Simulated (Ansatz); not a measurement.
## CdF2 under changes of volume

One of the cells (13.035 Å³/atom); the others are scaled copies at fixed shape and fractional positions:

```
Cd F
1.0
     0.00000    2.69400    2.69400
     2.69400    0.00000    2.69400
     2.69400    2.69400    0.00000
Cd F
1 2
Direct
  0.00000 0.00000 0.00000
  0.75000 0.75000 0.75000
  0.25000 0.25000 0.25000
```

* Program: Ansatz 0.2.0
* Functional: PBEsol
* Potentials or basis: Ansatz PAW
* Cutoff: 420 eV (not typed: the program's choice for these potentials)
* k mesh: 9 × 9 × 9
* Occupations: fermi-dirac, width 0.05 eV
* Spin: no spin polarisation

```csv
volume (Å³/atom),energy over the lowest point (meV/atom),pressure (GPa),gap on the mesh (eV)
12.253,?,?,?
12.513,6.75,4.6,3.11
12.774,1.42,2.0,3.03
13.035,0.00,-0.2,2.96
13.295,2.07,-2.3,2.90
13.556,7.22,-4.1,2.83
13.817,15.17,-5.7,2.77
```

Task: What does the run at 12.253 Å³/atom give?

Result: Energy over the lowest point 16.42 meV/atom; pressure 7.5 GPa; gap on the mesh 3.18 eV.

Worked out: A Birch-Murnaghan fit of order 3 (a polynomial in V^(-2/3)) to the other rows has its minimum at 13.01 Å³/atom with B0 = V·E''(V) = 108 GPa and B' = 4.7. It gives 16.42 meV/atom at 12.253 Å³/atom, against the run's 16.42, and -dE/dV = 7.4 GPa, against 7.5. A straight line through the other rows of the gap, of slope -3.4 eV per unit of ln V, extrapolates to 3.18 eV, against the run's 3.18.

Energies are extrapolated to zero smearing.

Caveats: odd divisions of the mesh miss points on the zone boundary, where band edges often lie, so the gap on the mesh can be too wide; the PAW data sets come from PBE, with cores solved anew for the run's functional, which leaves a small shift of forces and pressure.

A mesh can miss the band edges. Spin-orbit coupling on Cd is left out.
